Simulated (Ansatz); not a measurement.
The parent structure is ZnTe in the zinc blende structure (space group F-43m, No. 216).

```
CELL_PARAMETERS angstrom
      0.00000     3.08959     3.08959
      3.08959     0.00000     3.08959
      3.08959     3.08959     0.00000
ATOMIC_POSITIONS crystal
  Te 0.75000 0.75000 0.75000
  Zn 0.00000 0.00000 0.00000
```

Cartesian axes are those of the cell as printed.

The values are results of Ansatz (a program for electronic structure), PBE, PAW, cutoff 420 eV, no spin-orbit coupling, earlier PAW set, not measurements.

For the base:

| Item | Result |
|---|---|
| Band gap | 1.07 eV |
| Gap character | direct at Γ |

One thing is altered: the cell is compressed by 1.61 % along x with no lateral relaxation, atoms relaxed at fixed cell.

Problem. How does this affect the energy relative to the base?

Solution. The energy grows by 1.5 meV/atom.

Problem. What happens to the band gap?

Solution. The band gap increases by 0.034 eV (1.07 eV → 1.11 eV).

Problem. Predict the new stress.

Solution. The stress (xx, yy, zz, yz, xz, xy; compression positive) is (1.04, 0.57, 0.57, 0.00, 0.00, 0.00) GPa.

Problem. What happens to the gap character?

Solution. The gap character remains direct at Γ.

Spin-orbit coupling, missing from the scalar runs, can matter with Te. The cells carry an imposed strain or load. Whether these cells are dynamically stable was not tested. k-point labels follow each cell's own Brillouin zone.
